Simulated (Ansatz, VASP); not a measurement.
Two plane-wave programs on BN

```xyz
8
Lattice="2.5451 0.0000 0.0000 -1.2725 2.2041 0.0000 0.0000 0.0000 8.3659" Properties=species:S:1:pos:R:3 pbc="T T T"
B     0.0000    0.0000   -0.0024
B     0.0000    1.4694    2.0948
B     1.2725    0.7347    4.1805
B     0.0000    1.4694    6.2778
N     0.0000    0.0000    1.5721
N     0.0000    1.4694    3.6558
N     1.2725    0.7347    5.7550
N     0.0000    1.4694    7.8387
```

Alike in both runs: functional PBEsol; k mesh 12 × 12 × 3; occupations gaussian, width 0.02 eV; no spin polarisation.

Ansatz relaxed the structure, and its values are those at the end. VASP's run is a single point on that final structure, the one shown.

|  | VASP | Ansatz |
| --- | --- | --- |
| version | VASP 6.6.1 | Ansatz 0.2.0 |
| potentials or method | VASP PAW PBE potentials, release 64 (B, N) | scalar-relativistic, plane waves, PAW |
| plane-wave cutoff (eV) | 520 | 420 |
| valence electrons in the cell | 32 | 32 |

|  | VASP | Ansatz | Ansatz less VASP |
| --- | --- | --- | --- |
| gap on the k mesh at the Fermi level (eV) | 5.36 | 5.37 | +0.010 |
| least direct gap on the mesh (eV) | 7.41 | 7.42 | +0.011 |
| pressure (GPa) | 0.6 | 0.0 | -0.62 |

Caveats: the PAW data sets were made with another functional, which shifts forces and pressure a little (VASP); an odd mesh through Γ misses points on the zone boundary, where band edges often lie. Expect the measured gap to be larger: semilocal functionals such as PBEsol lack the derivative discontinuity.
